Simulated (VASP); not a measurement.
Wanted: an ASE script for a VASP 6.6.1 run.

```yaml
Task: single point
Functional: PBE
Potentials_or_basis: VASP PAW PBE potentials, release 64 (K_pv)
Cutoff: 500 eV
k_mesh: 6 × 6 × 6
Occupations: gaussian, width 0.05 eV
Spin: no spin polarisation
Further_INCAR_settings: ALGO = Normal; EDIFF = 1.00e-06; NBANDS = 10
```

The structure of K lies in K.cif:

```cif
data_K
_cell_length_a 4.31043949
_cell_length_b 4.31043949
_cell_length_c 4.31043949
_cell_angle_alpha 90.00000000
_cell_angle_beta 90.00000000
_cell_angle_gamma 90.00000000
_space_group_name_H-M_alt 'Pm-3m'
_space_group_name_Hall '-P 4 2 3'
_space_group_IT_number 221
loop_
_space_group_symop_operation_xyz
'x,y,z'
'-x,-y,-z'
'-y,x,z'
'y,-x,-z'
'-x,-y,z'
'x,y,-z'
'y,-x,z'
'-y,x,-z'
'x,-y,-z'
'-x,y,z'
'-y,-x,-z'
'y,x,z'
'-x,y,-z'
'x,-y,z'
'y,x,-z'
'-y,-x,z'
'z,x,y'
'-z,-x,-y'
'z,-y,x'
'-z,y,-x'
'z,-x,-y'
'-z,x,y'
'z,y,-x'
'-z,-y,x'
'-z,x,-y'
'z,-x,y'
'-z,-y,-x'
'z,y,x'
'-z,-x,y'
'z,x,-y'
'-z,y,x'
'z,-y,-x'
'y,z,x'
'-y,-z,-x'
'x,z,-y'
'-x,-z,y'
'-y,z,-x'
'y,-z,x'
'-x,z,y'
'x,-z,-y'
'-y,-z,x'
'y,z,-x'
'-x,-z,-y'
'x,z,y'
'y,-z,-x'
'-y,z,x'
'x,-z,y'
'-x,z,-y'
loop_
_atom_site_label
_atom_site_type_symbol
_atom_site_symmetry_multiplicity
_atom_site_Wyckoff_symbol
_atom_site_fract_x
_atom_site_fract_y
_atom_site_fract_z
_atom_site_occupancy
K1 K 1 a 0.0000000000 0.0000000000 0.0000000000 1
```

This isn't the form of K at room conditions, which is bcc.

The input as run:

run.py

```python
from ase.calculators.vasp import Vasp
from ase.dft.bandgap import bandgap
from ase.io import read

atoms = read('K.cif', primitive_cell=True, subtrans_included=False)
calc = Vasp(
    directory='calc',
    xc='pbe',
    pp='PBE',
    setups='minimal',
    prec='Accurate',
    encut=500,
    ediff=1e-06,
    ismear=0,
    sigma=0.05,
    lreal=False,
    lasph=True,
    nelm=60,
    algo='Normal',
    isif=2,
    lwave=False,
    lcharg=False,
    kpts=[6, 6, 6],
    gamma=True,
    nbands=10,
)
atoms.calc = calc

print('energy (eV):', atoms.get_potential_energy())
print('free energy (eV):', atoms.get_potential_energy(force_consistent=True))
print('forces (eV/A):')
print(atoms.get_forces())
print('stress (eV/A^3, Voigt):', atoms.get_stress())
print('Fermi level (eV):', calc.get_fermi_level())
gap, top, bottom = bandgap(calc)
print('band gap (eV):', gap, 'from (spin, k, band)', top, 'to', bottom)
```

Potentials or basis: VASP PAW PBE potentials, release 64 (K_pv).

The run is started by

```bash
$ python run.py
```

It gave:

- Pressure: 0.0 GPa
- Band gap on the k mesh: none (metal or under the smearing width)

Wall time 11 s on 1 thread of Intel(R) Xeon(R) Platinum 8375C CPU @ 2.90GHz (Ice Lake), on a shared host, peak memory 0.17 GiB.
